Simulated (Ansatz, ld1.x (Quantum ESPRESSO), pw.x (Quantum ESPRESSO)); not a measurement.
# What a changed setting does to a pw.x run (fcc V)

Potential: PAW, ld1.x (Quantum ESPRESSO) 7.5, PBE; core [Ar], reference 3d4 4s1 4p0; waves: 4s (bound): rcut 1.90, rcutus 2.65 bohr; 4s channel at 0.5 Ry: rcut 1.90, rcutus 2.65 bohr; 4p (bound, empty): rcut 2.30, rcutus 3.05 bohr; 4p channel at 0.55 Ry: rcut 2.30, rcutus 3.05 bohr; 3d (bound): rcut 1.35, rcutus 1.45 bohr; 3d channel at 2.15 Ry: rcut 1.35, rcutus 1.45 bohr; local part: all-electron potential smoothed inside 2.85 bohr (lloc = -2); core correction: a·sin(br)/r model core inside 1.44 bohr; augmentation: BESSEL, radius 1.40 bohr.

The reference run (k-mesh 15³, cutoffs 100/900 Ry, Fermi–Dirac 0.01 Ry, mixing_beta 0.4, conv_thr 1e-9, no spin) gives 0.98 GPa at 13.969 Å³/atom, where all-electron LAPW gives -0.35 GPa. This run, with its own iteration cap, changes smearing to mp.

```
&control
  calculation='scf', prefix='x', pseudo_dir='./', outdir='./tmp', tstress=.true., disk_io='none'
/
&system
  ibrav=0, nat=1, ntyp=1, ecutwfc=100, ecutrho=900, nbnd=9,
  occupations='smearing', smearing='mp', degauss=0.01
/
&electrons
  conv_thr=1e-09, mixing_beta=0.4, electron_maxstep=70
/
ATOMIC_SPECIES
V 1.0 V.UPF
CELL_PARAMETERS angstrom
  0.00000000 1.91151821 1.91151821
  1.91151821 0.00000000 1.91151821
  1.91151821 1.91151821 0.00000000
ATOMIC_POSITIONS crystal
V 0.0000 0.0000 0.0000
K_POINTS automatic
15 15 15 0 0 0
```

```bash
pw.x < V.scf.in > V.scf.out
```

How does the run end?

It converges in 9 iterations; the free energy moves by +55.5 meV/atom and the pressure by -0.73 GPa. This scheme is built to cancel the term in the square of the width that Fermi–Dirac smearing leaves in the F of a metal.

```
Message from routine setup:
     using ibrav=0 with symmetry is DISCOURAGED, use correct ibrav instead
     lattice parameter (alat)  =       5.1085  a.u.
     unit-cell volume          =      94.2675 (a.u.)^3
     number of electrons       =         5.00
     number of Kohn-Sham states=            9
     kinetic-energy cutoff     =     100.0000  Ry
     charge density cutoff     =     900.0000  Ry
     scf convergence threshold =      1.0E-09
     Exchange-correlation= SLA  PW   PBX  PBC
     number of k points=   120  Methfessel-Paxton smearing, width (Ry)=  0.0100
     iteration #  1     ecut=   100.00 Ry     beta= 0.40
     total energy              =     -97.56168517 Ry
     estimated scf accuracy    <       0.45714033 Ry
     iteration #  2     ecut=   100.00 Ry     beta= 0.40
     total energy              =     -97.60465436 Ry
     estimated scf accuracy    <       0.00938171 Ry
     iteration #  3     ecut=   100.00 Ry     beta= 0.40
     total energy              =     -97.60371579 Ry
     estimated scf accuracy    <       0.00043070 Ry
     [... 3 iterations left out ...]
     iteration #  7     ecut=   100.00 Ry     beta= 0.40
     total energy              =     -97.60379035 Ry
     estimated scf accuracy    <       0.00000003 Ry
     iteration #  8     ecut=   100.00 Ry     beta= 0.40
     total energy              =     -97.60379035 Ry
     estimated scf accuracy    <          1.8E-09 Ry
     iteration #  9     ecut=   100.00 Ry     beta= 0.40
     the Fermi energy is    10.6794 ev
!    total energy              =     -97.60379036 Ry
     estimated scf accuracy    <          4.7E-12 Ry
     smearing contrib. (-TS)   =       0.00000809 Ry
     The total energy is F=E-TS. E is the sum of the following terms:
     one-electron contribution =       7.84793012 Ry
     hartree contribution      =       0.70636812 Ry
     xc contribution           =     -10.23030644 Ry
     ewald contribution        =     -15.86569063 Ry
     one-center paw contrib.   =     -80.06209961 Ry
     convergence has been achieved in   9 iterations
          total   stress  (Ry/bohr**3)                   (kbar)     P=        2.51
     Message from routine punch:
     Nothing written, as per user request (disk_io='none')
```

The run took about 36 s on one core of a shared host (Neoverse-V1, 32 threads, 247 GiB, load 11).
